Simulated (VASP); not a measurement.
Method: LDA (Ceperley-Alder, Perdew-Zunger), VASP's LDA PAW potentials (set 64) (plane waves; VASP).

Input for VASP

File POSCAR:
```
LiI
1
    0.0000000000     6.0286300000     6.0286300000
    6.0286300000     0.0000000000     6.0286300000
    3.0143150000     3.0143150000     0.0000000000
Li I
4 4
Direct
  0.0000000000   0.0000000000   0.0000000000
  0.0000000000   0.5000000000   0.0000000000
  0.5000000000   0.0000000000   0.0000000000
  0.5000000000   0.5000000000   0.0000000000
  0.2500000000   0.2500000000   0.5000000000
  0.2500000000   0.7500000000   0.5000000000
  0.7500000000   0.2500000000   0.5000000000
  0.7500000000   0.7500000000   0.5000000000
```

KPOINTS:
```
kpoints
0
Gamma
  3 3 5
0 0 0
```

**INCAR**
```
ALGO = Normal
EDIFF = 1E-6
ENCUT = 400
ISIF = 2
ISMEAR = 0
LASPH = .TRUE.
LCHARG = .FALSE.
LMAXMIX = 4
LREAL = .FALSE.
LWAVE = .FALSE.
NELM = 100
PREC = Accurate
SIGMA = 0.01
SYSTEM = LiI
```

POTCAR, in this order: Li_sv I (LDA.64 set). Program: vasp_std.

What VASP printed:

OSZICAR:
```
       N       E                     dE             d eps       ncg     rms          rms(c)
DAV:   1     0.232397525725E+03    0.23240E+03   -0.13240E+04   800   0.120E+03
DAV:   2     0.209527572312E+01   -0.23030E+03   -0.22558E+03  1030   0.260E+02
DAV:   3    -0.232903837552E+02   -0.25386E+02   -0.25325E+02  1245   0.757E+01
DAV:   4    -0.260371526100E+02   -0.27468E+01   -0.27341E+01  1456   0.251E+01
DAV:   5    -0.263331061386E+02   -0.29595E+00   -0.29593E+00  1269   0.523E+00    0.452E+00
DAV:   6    -0.262559749207E+02    0.77131E-01   -0.11867E-01  1128   0.151E+00    0.285E+00
DAV:   7    -0.262488054779E+02    0.71694E-02   -0.12682E-01  1370   0.140E+00    0.405E-01
DAV:   8    -0.262484685423E+02    0.33694E-03   -0.27289E-02  1139   0.657E-01    0.139E-01
DAV:   9    -0.262485180390E+02   -0.49497E-04   -0.68723E-04  1176   0.112E-01    0.652E-02
DAV:  10    -0.262485596378E+02   -0.41599E-04   -0.60615E-05  1339   0.456E-02    0.358E-02
DAV:  11    -0.262485619212E+02   -0.22834E-05   -0.28538E-06  1000   0.121E-02    0.709E-03
DAV:  12    -0.262485619985E+02   -0.77331E-07   -0.16168E-06   962   0.622E-03
   1 F= -.26248562E+02 E0= -.26248562E+02  d E =-.836581E-26
```

### OUTCAR
```
------------------------ aborting loop because EDIFF is reached ----------------------------------------
  FORCE on cell =-STRESS in cart. coord.  units (eV):
  Direction    XX          YY          ZZ          XY          YZ          ZX
  --------------------------------------------------------------------------------------
  Total       -3.8419574     -3.8419574     -3.8732089      0.0135524     -0.0000000     -0.0000000
  in kB      -28.0935896    -28.0935896    -28.3221106      0.0990994     -0.0000000     -0.0000000
  external PRESSURE =     -28.1697633 kB  Pullay stress =       0.0000000 kB
  volume of cell :      219.11
      direct lattice vectors                 reciprocal lattice vectors
     0.000000000  6.028630000  6.028630000    -0.082937583  0.082937583  0.082937583
     6.028630000  0.000000000  6.028630000     0.082937583 -0.082937583  0.082937583
     3.014315000  3.014315000  0.000000000     0.165875166  0.165875166 -0.165875166
 POSITION                                       TOTAL-FORCE (eV/Angst)
 -----------------------------------------------------------------------------------
      0.00000      0.00000      0.00000         0.000000     -0.000000     -0.000000
      3.01431      0.00000      3.01431         0.000000      0.000000      0.000000
      0.00000      3.01431      3.01431         0.000000     -0.000000      0.000000
      3.01431      3.01431      6.02863         0.000000      0.000000      0.000000
      3.01431      3.01431      3.01431         0.000000     -0.000000     -0.000000
      6.02863      3.01431      6.02863        -0.000000      0.000000     -0.000000
      3.01431      6.02863      6.02863        -0.000000      0.000000      0.000000
      6.02863      6.02863      9.04294         0.000000      0.000000      0.000000
 -----------------------------------------------------------------------------------
    total drift:                                0.000000      0.000000      0.000000
  FREE ENERGIE OF THE ION-ELECTRON SYSTEM (eV)
  ---------------------------------------------------
  free  energy   TOTEN  =       -26.2485619985 eV

  energy  without entropy=      -26.2485619985  energy(sigma->0) =      -26.24856200
```
(Selected blocks of OUTCAR.)

At this cut-off the stress carries a Pulay error, which pulls relaxed volumes low.

The structure comes from a computed database's LiI entry; how it stands against other phases isn't given here. The cell was not relaxed at this level. The run is one of a series of settings (KPOINTS 3×3×5 Γ-centred mesh against the base run), some of them coarse on purpose.
